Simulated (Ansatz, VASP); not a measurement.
One calculation of Mo, two programs

```
Mo
1.0
     2.77654    0.00000    0.00000
    -1.38827    2.40456    0.00000
     0.00000    0.00000    2.55518
Mo
1
Direct
  0.00000 0.00000 0.50000
```

Change from the starting cell: strain +0.015 along x and y, +0.000 along z, atoms carried along.

Alike in both runs: task single point; functional PBEsol; k mesh 18 × 18 × 18; occupations gaussian, width 0.15 eV; no spin polarisation.

|  | VASP | Ansatz |
| --- | --- | --- |
| version | VASP 6.6.1 | Ansatz 0.2.0 |
| potentials or method | VASP PAW PBE potentials, release 64 (Mo_sv) | scalar-relativistic, plane waves, PAW |
| plane-wave cutoff (eV) | 520 | 420 |
| valence electrons in the cell | 14 | 14 |

```tsv
	VASP	Ansatz	Ansatz less VASP
gap on the k mesh at the Fermi level (eV)	none	none	-
pressure (GPa)	-9.2	-9.7	-0.48
largest component of the traceless stress (GPa)	1.65	1.77	+0.116
```

A gap of «none» marks a metal or a gap that the smearing closes. The functional is the same, so the differences come from potentials, cutoffs and numerics.

Caveats: the PAW data sets were made with another functional, which shifts forces and pressure a little (VASP).
